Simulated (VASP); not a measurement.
# MoTe₂: on-the-fly training of a machine-learned force field

MoTe₂, P6_3/mmc (no. 194), 72 atoms in the cell. PBE with D3(BJ), machine-learned force field (on-the-fly training); PAW potentials Te, Mo (PBE set).

Atoms in the training cell: 72; Target temperature (K): 700; Ensemble of the training: NpT, Langevin, temperature ramp.

## Input

INCAR:
```
PREC     = Normal         # precision mode
ENCUT    = 300            # plane-wave cutoff, eV
EDIFF    = 1E-6           # SCF threshold, eV
ISMEAR   = 0              # smearing method
SIGMA    = 0.05           # smearing width, eV
ALGO     = Normal         # electronic algorithm
LREAL    = Auto         
LASPH    = True           # aspherical terms in the spheres
NELM     = 80             # most SCF steps
NELMIN   = 4            
LWAVE    = False          # write WAVECAR
LCHARG   = False          # write CHGCAR
GGA      = PE             # functional
IVDW     = 12             # dispersion correction
NCORE    = 4            
IBRION   = 0              # ionic algorithm
NSW      = 3000           # ionic steps
POTIM    = 3              # step
TEBEG    = 210          
TEEND    = 910          
ISYM     = 0            
MDALGO   = 3            
LANGEVIN_GAMMA= 10 10        
ISIF     = 3              # what is computed and relaxed
RANDOM_SEED= 987170 0 0   
LANGEVIN_GAMMA_L= 5            
PMASS    = 100          
ML_LMLFF = True         
ML_MODE  = train        
NWRITE   = 0            
ML_MCONF = 600          
ML_MB    = 1200          
```

KPOINTS:
```
k-points
0
Gamma
  1 1 1
```

POSCAR:
```
Te2Mo
1.0
   10.554600000000      0.000000000000      0.000000000000
    0.000000000000     12.187402302400      0.000000000000
    0.000000000000      0.000000000000     13.973600000000
Te Mo
48 24
Direct
    0.162107906963      0.076813359825      0.377933582089
    0.502390115616      0.088926222601      0.379471058565
    0.330191685281      0.329469768272      0.382214972966
    0.175959958969      0.584676205730      0.373704319585
    0.827885858992      0.091210413498      0.379871138893
    0.656819956209      0.332921287202      0.374005327302
    0.496422670149      0.580930823834      0.375937167065
    0.336479137904      0.833022753718      0.376469093470
    0.002328678452      0.337418807562      0.371945167868
    0.831873893196      0.578504999919      0.378256504158
    0.659336675530      0.833435194518      0.378837325781
   -0.001730076465      0.828174269149      0.377298833527
   -0.006203904847      0.159994816313      0.879965187493
    0.327026983815      0.172428170614      0.882076892093
    0.155309627916      0.418006388797      0.874269436820
    0.000187921211      0.666881472078      0.870462057931
    0.665339723710      0.165407382605      0.883130648645
    0.493283799625      0.420300132862      0.874281218456
    0.331450035632      0.662528919471      0.885220578615
    0.169896801995      0.928638368836      0.881756267729
    0.838136884739      0.420805446345      0.876395324601
    0.666268574229      0.673314788265      0.877297285888
    0.501073273443      0.916562181134      0.881615860592
    0.831258927400      0.915916571389      0.880040740090
    0.167252324926      0.079074971798      0.124846323252
    0.492618491227      0.077420101658      0.115493222385
    0.338830305027      0.331558016329      0.116830553135
    0.160208697317      0.585406610904      0.116470713363
    0.826101918315      0.086356092608      0.115861562974
    0.664833694437      0.333300045450      0.119087814020
    0.499692490696      0.589924271053      0.118780554105
    0.326174518330      0.824290820418      0.120120772957
   -0.002002484284      0.334638406688      0.119006621379
    0.830612405294      0.579782211921      0.118768249675
    0.667577511486      0.831460812555      0.121431278351
    0.010807726679      0.835692087720      0.114232567790
    0.009854639222      0.168378977632      0.616957749099
    0.338489657316      0.166753587327      0.618358367781
    0.163065342583      0.411775886373      0.621206613832
    0.006075929133      0.665066397385      0.622806939336
    0.677329198882      0.160687095650      0.622105752235
    0.498257990297      0.411451825636      0.616595205819
    0.333246441462      0.668802626770      0.618717453681
    0.166975861995      0.920222183962      0.622273378000
    0.838271484569      0.418938170980      0.623095404229
    0.677050579297      0.669734614364      0.621555924596
    0.504035835390      0.912141713871      0.619549959413
    0.837842575834      0.919772103040      0.627648372749
    0.166726202991      0.076134123391      0.758361110655
    0.506212795239      0.078121045690      0.755907527065
    0.333517534405      0.324403150847      0.748195079630
    0.163773688279      0.591165263949      0.746599006575
    0.831891588428      0.081970807636      0.748372762511
    0.661470406902      0.334411923652      0.754623595837
    0.503547141443      0.578767147202      0.745062908239
    0.334009665351      0.829854756917      0.747294187687
   -0.009548602006      0.342935830474      0.753935789571
    0.827796937903      0.587804558148      0.755764386153
    0.653082712691      0.830630814230      0.748334116256
    0.003685148487      0.832735344889      0.749010571352
   -0.000331825303      0.175790804864      0.259274548304
    0.330349839258      0.162106659718      0.261561314825
    0.161097087749      0.413843741829      0.250157074094
    0.002747122075      0.671732728477      0.251678782368
    0.661707408618      0.169159645829      0.251073098900
    0.510669768589      0.416592820948      0.244259290806
    0.327392682317      0.673805938989      0.247680778581
    0.154703355859      0.913807814463      0.250000064836
    0.840091508950      0.411672321987      0.252862612323
    0.671187723488      0.663223496658      0.249194525225
    0.510058838249      0.925136813352      0.253673449955
    0.835220357116      0.922270697449      0.249395958297
```

Commands:
```
cat potpaw_PBE.64/Te/POTCAR potpaw_PBE.64/Mo/POTCAR > POTCAR
# POSCAR: the crystal's sites, moved at random by about 0.06 A along each axis
mpirun -np 8 vasp_gam > vasp.out
cp ML_ABN ../ML_AB.train
cp ML_FFN ../ML_FF.train
```

## Result

- MD steps with a DFT calculation: 179
- MD steps: 3000
- Force error on the training data while learning (meV/Å): 55.9
- Energy error on the training data while learning (meV/atom): 0.620
- Last threshold of the force error (eV/Å): 0.0306

Errors on the training data as learning went on:

| MD step | Energy (meV/atom) | Forces (meV/Å) | Stress (kbar) |
|---|---|---|---|
| 1 | 0.195 | 66.3 | 33.14 |
| 5 | 0.052 | 55.1 | 0.10 |
| 8 | 0.063 | 44.9 | 0.26 |
| 12 | 0.253 | 44.5 | 0.63 |
| 67 | 0.322 | 43.5 | 1.14 |
| 300 | 0.285 | 47.0 | 1.59 |
| 635 | 0.361 | 48.1 | 1.66 |
| 1019 | 0.415 | 48.8 | 1.65 |
| 1386 | 0.482 | 49.5 | 1.61 |
| 1861 | 0.503 | 50.8 | 1.63 |
| 2057 | 0.534 | 51.4 | 1.60 |
| 2302 | 0.536 | 53.3 | 1.63 |
| 2615 | 0.578 | 54.6 | 1.66 |
| 2990 | 0.620 | 55.9 | 1.69 |

DFT calculations in each fifth of the run: 53, 24, 29, 40, 33.

ML_LOGFILE:
```
ML_LOGFILE 0.2.5

* MEMORY INFORMATION ********************

Estimated memory consumption for ML force field generation (MB):

Persistent allocations for force field  :    482.7
|
|-- CMAT for basis  :     33.7
|-- SINV for basis  :      8.7
|-- FMAT for basis  :    411.1
|-- DESC for basis  :      3.5
|-- DESC product matrix  :      4.5

Persistent allocations for ab initio data     :      3.7
|
|-- Ab initio data  :      3.5
|-- Ab initio data (new)  :      0.2

Temporary allocations for sparsification  :    207.9
|
|-- SVD matrices  :    207.8

Other temporary allocations  :     26.1
|
|-- Descriptors  :      5.1
|-- Regression  :     14.8
|-- Prediction  :      6.1

Total memory consumption  :    728.6

********************

* MACHINE LEARNING SETTINGS ********************

General settings
------------------------------------------------------------
Machine learning operation mode in strings (supertag)  :         train (I) ML_MODE
Machine learning operation mode  :             0     ML_ISTART
Machine learning force field type  :        kernel     ML_TYPE
Controls the verbosity of the output at each MD step when machine learning is used  :             1     ML_OUTPUT_MODE
[... 444 lines left out ...]

Program part                                         system clock (sec)       cpu time (sec)
---------------------------------------------------|--------------------|-------------------
Setup (file I/O, parameters,...)                   |              0.767 |              0.691
Descriptor and design matrix                       |             77.018 |             74.089
Sparsification of configurations                   |              8.535 |              8.219
Regression                                         |             13.682 |             13.020
Prediction                                         |            167.581 |            161.026
---------------------------------------------------|--------------------|-------------------
TOTAL                                              |            267.584 |            257.045

********************
```

Limits: These errors are on the data that the field was fitted to, not on fresh structures.

VASP 6.6.1 took 6581 s on 8 cores (AMD EPYC 7R13 (Zen 3)), a shared host.
